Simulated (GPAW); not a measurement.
CaO:

```
Ca O
1.0
     0.00000    2.40356    2.40356
     2.40356    0.00000    2.40356
     2.40356    2.40356    0.00000
Ca O
1 1
Direct
  0.00000 0.00000 0.00000
  0.50000 0.50000 0.50000
```

The cell is a database's computed one.

| Item | Value |
| --- | --- |
| Program | GPAW 26.7.0 |
| Task | single point |
| Functional | PBEsol |
| Potentials or basis | PAW data sets generated in the run's folder for this functional |
| Cutoff | 800 eV |
| Basis | pw |
| k mesh | 10 × 10 × 10 |
| Occupations | fermi-dirac, width 0.05 eV |
| Spin | no spin polarisation |

On this cell: pressure -2.1 GPa; largest force zero by symmetry; band gap on the k mesh 3.59 eV, indirect (least direct gap 3.97 eV).

The same run follows on a disturbed copy (atoms moved at random, drawn with an rms of 0.05 Å):

```
CELL_PARAMETERS angstrom
0.00000 2.40356 2.40356
2.40356 0.00000 2.40356
2.40356 2.40356 0.00000
ATOMIC_POSITIONS crystal
Ca 0.01087 0.99606 0.99431
O 0.51454 0.50652 0.48857
```

Task: What changes?

Result: The energy moves by +1.0 meV/atom; pressure -2.0 GPa; largest force 0.107 eV/Å; band gap on the k mesh 3.60 eV, indirect (least direct gap 3.98 eV).

Forces in eV/Å, atoms in the order of the input:
```
Ca   0.033 -0.015  0.101
O   -0.033  0.015 -0.100
```

Stress tensor (GPa, compression positive):
```
-2.06  0.00 -0.01
 0.00 -2.08  0.00
-0.01  0.00 -1.91
```

A k mesh can miss the band edges.
